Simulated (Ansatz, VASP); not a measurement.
# NiSeS (1T-NiSSe, 1 layer): VASP beside Ansatz

Aim: how closely do two programs agree when they are given the same cell, functional and k mesh? The structure shown is the start of the Ansatz relaxation below; VASP solves that cell, so the two are compared at the walk's first step.

Method: plane waves, with VASP 6.6.1 beside it; single point at PBE, in Ansatz 0.2.0.

### Step 1. The structure

The cell holds 3 atoms: 1 Se, 1 Ni and 1 S. Its edges and angles: a = 3.450 Å, b = 3.450 Å, c = 17.121 Å, α = 90.0°, β = 90.0°, γ = 120.0°. Vacuum lies along c.

### Step 2. Ansatz: relaxation, PBE

Ansatz runs on its default PAW (the set named soft_2) files.

The two programs are compared at the cell with which this relaxation starts, whose forces are those of its first step.

input.yaml

```yaml
crystal:
  lattice:
    - [3.45, 0.0, 0.0]
    - [-1.725, 2.9877876431, 0.0]
    - [0.0, 0.0, 17.1210168115]
  atoms:
    - { symbol: Se, position: [0.6666666667, 0.3333333333, 0.4380580945] }
    - { symbol: Ni, position: [0.0, 0.0, 0.5093393824] }
    - { symbol: S, position: [0.3333333333, 0.6666666667, 0.5619419055] }
kpoints:
  mp_grid: { grid: [12, 12, 1] }
hamiltonian:
  xc: pbe
scf:
  occupations: { method: fermi_dirac, width: 0.05 }
  convergence: { dr2_threshold: 1.0e-08 }
efield:
  axis: 3
  dipole_correction: true
  ramp_position: 0.97
  ramp_width: 0.04
relax:
  f_tol: 0.01
  cell: { fix: [c, alpha, beta] }
output:
  write_potential: true
  write_density: true
  volumetric_format: npy
```

Started as:

```sh
> ansatz run input.yaml --threads 4 --pin off --max-ram 8192MiB --backend cpu --events-out ev --progress --plain --runs-dir out
```

Numbers of over 12 decimals in the logs are rounded to 6 here.

The log of the run:

```text
Warning: relax.cell: scf.convergence.dr2_threshold = 1e-8 eV is looser than the 3e-10 eV advised for a relaxation that steers and ends on the stress (1e-10 eV for each atom of the cell: 3). What an SCF threshold leaves in a stress goes as its square root, and in the free energy as the threshold itself, and one threshold admits the most on a small cell: [figures from the program's tests cut] Set scf.convergence.dr2_threshold to 3e-10 eV or tighter. The threshold is an SCF's pass mark: one that does not reach it within its budget of iterations ends unconverged, or closes short of it on a stop that the run arms, and scf.convergence.dr2_threshold's page says what that costs each kind of run
Engine: ansatz 0.2.0, aarch64-unknown-linux-gnu
Pseudopotentials: kind: paw
Pseudopotential: Se, paw, valence charge 16, recommended cutoff 420 eV (normal), Se.paw.azcp
Pseudopotential: Ni, paw, valence charge 18, recommended cutoff 420 eV (normal), Ni.paw.azcp
Pseudopotential: S, paw, valence charge 6, recommended cutoff 420 eV (normal), S.paw.azcp
Functional definition: PBE
  parameter kappa = 0.804
  parameter beta = 0.066725
  exchange = pbe_x(kappa = kappa, mu = beta*pi^2/3)
  correlation = pbe_c(beta = beta)
Crystal: 3 atoms, lattice volume = 176.481 Å³
Basis set: ecut = 420 eV, 3417 PW (Γ), exchange–correlation on 48×48×240 points (8 copies of the dense FFT grid, shifted against one another)
Bands: 24, of which v1, the nominal top of the filled ones, is band 20 counted from 1 (19 counted from 0)
Symmetry: 6 space group operations
Space group: P3m1 (ITA 156), of the structure as read, at distance tolerance 5.6e-5 Å
k-points: 19 of 144 (time reversal used)
Non-local potential: Se, projectors of the file, l = 0: 2, l = 1: 2, l = 2: 3, l = 3: 1
Non-local potential: Ni, projectors of the file, l = 0: 3, l = 1: 2, l = 2: 3, l = 3: 1
Non-local potential: S, projectors of the file, l = 0: 2, l = 1: 2, l = 2: 2
PAW form: soft (Blöchl's): semilocal exchange-correlation on the pseudo side does not see the compensation charge
PAW one-centre angular grid: Se, 590 points (default); XC on 64 Gauss nodes
PAW one-centre angular grid: Ni, 590 points (default); XC on 64 Gauss nodes
PAW one-centre angular grid: S, 110 points (default); XC on 64 Gauss nodes
Initial density: superposition of atomic densities (neutral atoms: chi_scale 0, normalization atom), corrected by the library's trained network
Initial wavefunctions: pseudopotential atomic-orbital guess
Functional: x = pbe(κ = 0.804, μ = 0.219515), c = pbe(β = 0.066725)
SCF iter   1: F=—  HF=-12211.265812 eV  |F-HF|=—  |Δ(HF+E_count)|=         —  Δρ=4.29e-3  dr2=4.30e-2  ethr=1.77e-3  p=-0.049 e·Å  D=-5.05e-2 V/Å  ΔV_dip=0.86 eV  dr2_dipole=5.01e-3  V_vac-E_F(+/−)=5.54/4.67 eV  ⟨swp⟩=8.2  Hψ=2470  notcnv=0
efield: sawtooth ramp at fractional position 0.9700 (set: `efield.ramp_position`, or a place that a band, a saddle search or an elastic batch's reference lends), width 0.0400; the density the first Hamiltonian is built on has a dipole p = -0.049 e·Å; the dipole correction subtracts the counter field D = -5.05e-2 V/Å, which shifts the + side's vacuum level by +0.86 eV against the − side's; the planar-averaged density in the ramp window peaks in size at 4.5e-5 e/Å³
preconditioner: auto → LDOS  [insulator: Δε(μ)=0.324 eV  Ē_g=8.625 eV  σ=0.050 eV  W_gap=0.92  n_scr=16 (ndim 8)  ℏωp=13.1 eV  f_vac=0.682  D(μ)=0.21/eV (n_scr^D=2)  ε∞_Penn≈3.3  β→1.0]
SCF iter   2: F=—  HF=-12211.281992 eV  |F-HF|=—  |Δ(HF+E_count)|=   1.62e-2  Δρ=1.02e-2  dr2=2.15e-1  ethr=1.08e-4  p=-0.028 e·Å  D=-2.87e-2 V/Å  ΔV_dip=0.49 eV  dr2_dipole=1.65e-2  V_vac-E_F(+/−)=5.31/4.82 eV  ⟨swp⟩=3.1  Hψ=914  notcnv=0
SCF iter   3: F=—  HF=-12211.267360 eV  |F-HF|=—  |Δ(HF+E_count)|=   1.46e-2  Δρ=5.77e-3  dr2=4.59e-2  ethr=1.08e-4  p=-0.041 e·Å  D=-4.17e-2 V/Å  ΔV_dip=0.71 eV  dr2_dipole=4.05e-4  V_vac-E_F(+/−)=5.33/4.62 eV  ⟨swp⟩=3.1  Hψ=739  notcnv=0
SCF iter   4: F=—  HF=-12211.263321 eV  |F-HF|=—  |Δ(HF+E_count)|=   4.04e-3  Δρ=6.97e-4  dr2=2.31e-3  ethr=1.08e-4  p=-0.042 e·Å  D=-4.27e-2 V/Å  ΔV_dip=0.73 eV  dr2_dipole=4.25e-4  V_vac-E_F(+/−)=5.36/4.63 eV  ⟨swp⟩=2.0  Hψ=624  notcnv=0
SCF iter   5: F=—  HF=-12211.263160 eV  |F-HF|=—  |Δ(HF+E_count)|=   1.61e-4  Δρ=7.98e-5  dr2=8.50e-6  ethr=5.78e-6  p=-0.040 e·Å  D=-4.06e-2 V/Å  ΔV_dip=0.70 eV  dr2_dipole=9.88e-9  V_vac-E_F(+/−)=5.34/4.65 eV  ⟨swp⟩=1.8  Hψ=569  notcnv=0
SCF iter   6: F=—  HF=-12211.263062 eV  |F-HF|=—  |Δ(HF+E_count)|=   9.76e-5  Δρ=4.41e-5  dr2=2.64e-6  ethr=2.13e-8  p=-0.040 e·Å  D=-4.08e-2 V/Å  ΔV_dip=0.70 eV  dr2_dipole=6.45e-10  V_vac-E_F(+/−)=5.34/4.64 eV  ⟨swp⟩=3.1  Hψ=922  notcnv=0
[...]
preconditioner: auto → none  [insulator: Δε(μ)=0.370 eV  Ē_g=8.293 eV  σ=0.050 eV  W_gap=0.94  n_scr=16 (ndim 8)  ℏωp=13.1 eV  f_vac=0.666  D(μ)=0.08/eV (n_scr^D=0)  ε∞_Penn≈3.5]
SCF iter   2: F=—  HF=-12211.547781 eV  |F-HF|=—  |Δ(HF+E_count)|=   3.60e-5  Δρ=1.37e-4  dr2=1.30e-4  ethr=3.24e-8  p=-0.041 e·Å  D=-4.26e-2 V/Å  ΔV_dip=0.73 eV  dr2_dipole=3.37e-5  V_vac-E_F(+/−)=5.61/4.88 eV  ⟨swp⟩=2.0  Hψ=617  notcnv=0
[...]
iter 1 solved again at ethr=1.44e-6 eV; its pass at ethr=3.10e-3 eV (dr2=5.75e-4 eV) is discarded
SCF iter   1: F=—  HF=-12211.547786 eV  |F-HF|=—  |Δ(HF+E_count)|=         —  Δρ=2.86e-6  dr2=1.23e-8  ethr=1.44e-6  p=-0.042 e·Å  D=-4.32e-2 V/Å  ΔV_dip=0.74 eV  dr2_dipole=4.71e-10  V_vac-E_F(+/−)=5.62/4.88 eV  ⟨swp⟩=3.4  Hψ=3598  notcnv=0
efield: sawtooth ramp at fractional position 0.9700 (set: `efield.ramp_position`, or a place that a band, a saddle search or an elastic batch's reference lends), width 0.0400; the density the first Hamiltonian is built on has a dipole p = -0.042 e·Å; the dipole correction subtracts the counter field D = -4.32e-2 V/Å, which shifts the + side's vacuum level by +0.74 eV against the − side's; the planar-averaged density in the ramp window peaks in size at 1.2e-5 e/Å³
eigensolver tolerance schedule: the retry pair's looser diagonalisation over-reported the residual by 46925.99 of it (diagonalisation noise at an unbounded share of the residual, at the tolerance the schedule requests for it); recorded, not acted on — ethr = c·dr2/N_el stays at c = 1.0e-1
preconditioner: auto → none  [insulator: Δε(μ)=0.370 eV  Ē_g=8.292 eV  σ=0.050 eV  W_gap=0.94  n_scr=16 (ndim 8)  ℏωp=13.1 eV  f_vac=0.666  D(μ)=0.08/eV (n_scr^D=0)  ε∞_Penn≈3.5]
SCF iter   2: F=—  HF=-12211.547698 eV  |F-HF|=—  |Δ(HF+E_count)|=   8.71e-5  Δρ=5.33e-6  dr2=1.47e-7  ethr=3.06e-11  p=-0.042 e·Å  D=-4.31e-2 V/Å  ΔV_dip=0.74 eV  dr2_dipole=2.43e-8  V_vac-E_F(+/−)=5.62/4.88 eV  ⟨swp⟩=4.6  Hψ=1490  notcnv=0
SCF iter   3: F=—  HF=-12211.547698 eV  |F-HF|=—  |Δ(HF+E_count)|=   5.94e-9  Δρ=7.67e-6  dr2=2.36e-7  ethr=3.06e-11  p=-0.042 e·Å  D=-4.32e-2 V/Å  ΔV_dip=0.74 eV  dr2_dipole=4.72e-8  V_vac-E_F(+/−)=5.62/4.88 eV  ⟨swp⟩=3.4  Hψ=1050  notcnv=0
SCF iter   4: F=—  HF=-12211.547698 eV  |F-HF|=—  |Δ(HF+E_count)|=   1.82e-8  Δρ=3.54e-6  dr2=2.28e-8  ethr=3.06e-11  p=-0.042 e·Å  D=-4.32e-2 V/Å  ΔV_dip=0.74 eV  dr2_dipole=2.00e-9  V_vac-E_F(+/−)=5.62/4.88 eV  ⟨swp⟩=2.0  Hψ=605  notcnv=0
SCF iter   5: F=—  HF=-12211.547698 eV  |F-HF|=—  |Δ(HF+E_count)|=   3.93e-9  Δρ=4.91e-6  dr2=5.70e-8  ethr=3.06e-11  p=-0.042 e·Å  D=-4.32e-2 V/Å  ΔV_dip=0.74 eV  dr2_dipole=6.70e-9  V_vac-E_F(+/−)=5.62/4.88 eV  ⟨swp⟩=2.0  Hψ=611  notcnv=0  recentre
SCF iter   6: F=-12211.547698 eV  HF=-12211.547698 eV  |F-HF|=5.68e-10  |Δ(HF+E_count)|=   5.18e-9  Δρ=7.16e-7  dr2=8.12e-10  ethr=2.50e-11  p=-0.042 e·Å  D=-4.32e-2 V/Å  ΔV_dip=0.74 eV  dr2_dipole=3.12e-11  V_vac-E_F(+/−)=5.62/4.88 eV  ⟨swp⟩=8.5  Hψ=3321  notcnv=0
SCF 6 converged in 6 iterations: F = -12211.547698 eV  dr2 = 8.12e-10
relax step   6: F+E_penalty+E_count = -12211.54769845 eV  Δ(F+E_penalty+E_count) = +3.513e-5 eV  max|allowed force component| = 7.280e-3 eV/Å  Δτ_max = 0.0000 Å  P = +0.007 GPa  Ω = 175.552 Å³  fix = [c, alpha, beta]  reactions: c +0.005 GPa  stress off target by 8.30e-3 GPa on what of the cell is left free  SCF on the basis re-selected at this cell (its energy is not comparable with the rows above)  (6 SCF iters)
basis re-selected at this cell: Δ(F+E_penalty+E_count) = +3.513e-5 eV, ΔP = -0.001 GPa vs the last step (what re-selecting the basis moved, of the pressure what is left beyond the Pulay correction that the steps carried, after the strain that the cell walked since its last selection, with what the two solves' SCF thresholds leave and, on support functions, any second-order correction that the steps lacked; it is no m [...]
SCF converged after 6 iterations
Free energy (F): -12211.547698 eV
Harris-Foulkes:  -12211.547698 eV  (|F-HF|=5.68e-10)
Internal energy: -12211.546572 eV  (E = F + TS)
E sigma→0 (E₀):  -12211.547135 eV
Entropy (-TS):   -0.001127 eV (-0.376 meV/atom)
Fermi energy:    -0.603799 eV
Dipole field:    D = -0.043146 V/Å  (p = -0.041859 e·Å, saw-weighted, corrected)
Work function:   Φ+ = 5.6175 eV   Φ− = 4.8788 eV
Levels:          The Fermi level and band energies are counted from a zero that moves with the ramp; work functions are not
--- Per-component energies (eV) ---
  E_band       = -1208.760505
  E_kinetic    = 505.470419
  E_local      = -32742.934358  (includes V_loc(G=0)·N_el)
  E_nonlocal   = 65.699976
  E_hartree    = 15781.975941
  E_xc         = -285.446898
  E_vxc        = -294.076948  (∫ρ·V_xc dr)
  E_paw        = -4138.837550  (= ΣΔE_a)
  E_vpaw       = -306.759032  (= ΣTr[D̂ρ^β])
  E_aug_tail   = -0.000078  (compensation charges beyond the density's cutoff)
  E_efield     = 0.000903  (sawtooth field / dipole correction)
  E_vefield    = -0.115721  (∫n·V_field dr)
  E_ewald      = 8602.525073
  E_smearing   = -0.001127  (= −TS)
  E_closure    = 0.000000  (closes the sum)
  Σ components = -12211.547698   (vs F -12211.547698, Δ=0.00e0)
--- Forces (eV/Å), atoms counted from 1 ---
  atom   1  Se    -0.00000000     0.00000000    -0.00576304
  atom   2  Ni    -0.00000000    -0.00000000     0.00727708
  atom   3  S      0.00000000     0.00000000    -0.00152369
  max |Σ_I F_I| component: 9.65e-6 eV/Å
--- Stress (GPa, compression-positive) ---
        0.008303      -0.000000       0.000000
       -0.000000       0.008303      -0.000000
        0.000000      -0.000000       0.005374
  P = ⅓ Tr σ = 0.0073 GPa (0.073 kbar)
--- Band table (eV; the first three rows and the last of 19) ---
  k-point 0: bands = [... 16 lower, -2.3276, -1.5070, -0.7497, -0.7497, 0.9731, 0.9731, 3.7158, 4.5304]
  k-point 1: bands = [... 16 lower, -2.3872, -1.4474, -1.0452, -0.8509, 0.5873, 0.9243, 3.8499, 4.6693]
  k-point 2: bands = [... 16 lower, -2.6209, -1.6966, -1.1498, -1.0944, -0.1567, 0.8391, 4.1955, 4.9710]
  k-point 18: bands = [... 16 lower, -3.7382, -2.9502, -2.3840, -2.1950, -0.3019, 0.1402, 5.7048, 7.2661]
--- Relaxed structure (5 steps of the walk, 5 accepted, 1 SCFs on fresh bases) ---
  F+E_penalty+E_count = -12211.54769845 eV   max|allowed force component| = 7.280e-3 eV/Å   (the final SCF, on the basis selected at the relaxed cell)
  cell:  # Å, volume = 175.5516 Å³
    - [3.440902, 0, 0]
    - [-1.720451, 2.979909, 0]
    - [0, 0, 17.1210168115]
  atoms:
    - { symbol: Se, position: [0.666667, 0.333333, 0.431068] }
    - { symbol: Ni, position: [0, 0, 0.506182] }
    - { symbol: S, position: [0.333333, 0.666667, 0.572089] }
```

The column dr2 measures how far the density is from self-consistency, as an energy; F and HF (Harris–Foulkes) agree once it is small.

### Step 3. VASP: single point, PBE, start cell

The same cell, functional, mesh and smearing now go to VASP, with its own data sets.

Lines of VASP's logs that name or quote its potential files are left out, and so is its time.

INCAR

```
SYSTEM = NiSeS
PREC = Accurate
ENCUT = 520
EDIFF = 1E-06
NELM = 120
ISMEAR = -1
SIGMA = 0.05
LREAL = .FALSE.
ALGO = Normal
GGA = PE
NBANDS = 17
LASPH = .TRUE.
LORBIT = 11
LWAVE = .FALSE.
LCHARG = .FALSE.
ISIF = 2
LDIPOL = .TRUE.
IDIPOL = 3
DIPOL = 0.5 0.5 0.503
LVHAR = .TRUE.
GGA_COMPAT = .FALSE.
EFERMI = MIDGAP
NELMDL = -8
```

POSCAR

```
NiSeS
1.0
    3.4500000000      0.0000000000      0.0000000000
   -1.7250000000      2.9877880000      0.0000000000
    0.0000000000      0.0000000000     17.1210170000
Se Ni S
1 1 1
Direct
    0.6666666109      0.3333332218      0.4380580897
    0.0000000000      0.0000000000      0.5093393693
    0.3333332218      0.6666664435      0.5619419103
```

KPOINTS

```
Automatic mesh
0
Gamma
12 12 1
0 0 0
```

PAW data sets: Se, Ni and S (PBE family, release 64).

Started as:

```sh
> mpirun -np 1 vasp_std
```

The log of the run:

```text
[banner, memory and clock lines left out]
running    1 mpi-ranks, on    1 nodes
 distrk:  each k-point on    1 cores,    1 groups
 distr:  one band on    1 cores,    1 groups

 POSCAR found type information on POSCAR SeNiS
 POSCAR found :  3 types and       3 ions
 LDA part: xc-table for (Slater+PW92), standard interpolation
 POSCAR, INCAR and KPOINTS ok, starting setup
 FFT: planning ... GRIDC
 FFT: planning ... GRID_SOFT
 FFT: planning ... GRID
 WAVECAR not read
 entering main loop
       N       E                     dE             d eps       ncg     rms          rms(c)
DAV:   1     0.155628218641E+03    0.15563E+03   -0.84768E+03   646   0.104E+03
DAV:   2     0.376497450904E+01   -0.15186E+03   -0.14660E+03   811   0.228E+02
DAV:   3    -0.153463836849E+02   -0.19111E+02   -0.18643E+02   765   0.865E+01
DAV:   4    -0.159221125896E+02   -0.57573E+00   -0.57464E+00   882   0.181E+01
DAV:   5    -0.159344017106E+02   -0.12289E-01   -0.12287E-01   935   0.235E+00
DAV:   6    -0.159348034052E+02   -0.40169E-03   -0.40169E-03   978   0.371E-01
DAV:   7    -0.159348144682E+02   -0.11063E-04   -0.11063E-04   975   0.500E-02
DAV:   8    -0.159348145497E+02   -0.81413E-07   -0.81291E-07   833   0.431E-03    0.185E+01
DAV:   9    -0.231725642672E+02   -0.72377E+01   -0.65296E+01   680   0.178E+02    0.341E+01
DAV:  10    -0.156059694328E+02    0.75666E+01   -0.10156E+01   824   0.721E+01    0.151E+01
DAV:  11    -0.136982941596E+02    0.19077E+01   -0.12790E+01   869   0.835E+01    0.680E+00
DAV:  12    -0.134790420541E+02    0.21925E+00   -0.30163E+00   897   0.284E+01    0.170E+00
DAV:  13    -0.134787868561E+02    0.25520E-03   -0.16875E-01   821   0.373E+00    0.950E-01
DAV:  14    -0.134752914654E+02    0.34954E-02   -0.73120E-03  1025   0.819E-01    0.555E-01
[...]
DAV:  21    -0.134736702629E+02   -0.41510E-04   -0.84500E-06   735   0.305E-02    0.149E-02
DAV:  22    -0.134736938521E+02   -0.23589E-04   -0.46892E-06   620   0.103E-02    0.523E-03
DAV:  23    -0.134737085615E+02   -0.14709E-04   -0.17470E-06   721   0.234E-02    0.234E-03
DAV:  24    -0.134737218281E+02   -0.13267E-04   -0.79251E-07   680   0.476E-03    0.323E-03
DAV:  25    -0.134737287256E+02   -0.68975E-05   -0.21521E-07   630   0.450E-03    0.159E-03
DAV:  26    -0.134737328542E+02   -0.41286E-05   -0.12311E-07   620   0.139E-03    0.124E-03
DAV:  27    -0.134737343878E+02   -0.15336E-05   -0.52212E-08   606   0.161E-03    0.614E-04
DAV:  28    -0.134737349155E+02   -0.52776E-06   -0.17834E-08   656   0.130E-03
   1 F= -.13473735E+02 E0= -.13472110E+02  d E =-.325074E-02
```

[end of part 1 of 2]

[Lines on the potential files, build, host, timing and source positions are cut from VASP's logs without a mark.]

[Logs are printed without paths, hosts, clocks, repeated set-up lines and the standing remarks that a program may print on its own settings, such as how far it seeks lower states.]

[Hosts, paths, dates, database ids (printed as entryN), source tags and the programs' standing remarks are cut or masked in the printed files.]
